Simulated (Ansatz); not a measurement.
TiAl:

```
CELL_PARAMETERS angstrom
3.17906 0.00000 0.00000
0.00000 3.17906 0.00000
0.00000 0.00000 3.17906
ATOMIC_POSITIONS crystal
Ti 0.00000 0.00000 0.00000
Al 0.50000 0.50000 0.50000
```

The cell comes from a database or a generator and needn't be the stable form of this composition.

```yaml
Program: Ansatz 0.2.0
Task: relaxation of cell and atoms
Functional: HF
Potentials_or_basis: Ansatz PAW
Cutoff: "420 eV (not typed: the program's choice for these potentials)"
k_mesh: 4 × 4 × 4
Occupations: fermi-dirac, width 0.05 eV
Spin: no spin polarisation
```

At the start: volume 16.06 Å³/atom.

Q: Where does the relaxation end?

A: It ends after 5 steps and the volume is 16.44 Å³/atom (+2.3 %); space group Pm-3m (No. 221, to 0.05 Å).

Step by step:
```
step  energy change (eV)  largest force (eV/Å)  volume (Å³)
   1              0.0000                0.0000        32.13
   2             -0.0019                0.0000        33.46
   3             -0.0063                0.0000        32.90
   4             -0.0064                0.0000        32.88
   5             -0.0071                0.0000        32.88
```

Final structure:
```
CELL_PARAMETERS angstrom
3.20359 0.00000 0.00000
0.00000 3.20359 0.00000
0.00000 0.00000 3.20359
ATOMIC_POSITIONS crystal
Ti 0.00000 0.00000 0.00000
Al 0.50000 0.50000 0.50000
```

Caveat: the k mesh is coarse (spacing up to 0.49 Å⁻¹), so the values aren't converged, least of all with exact exchange; the plane-wave basis is chosen anew once the cell has moved, so the energies of steps on either side of that aren't comparable; the PAW data sets come from PBE, with cores solved anew for the run's functional, which leaves a small shift of forces and pressure.
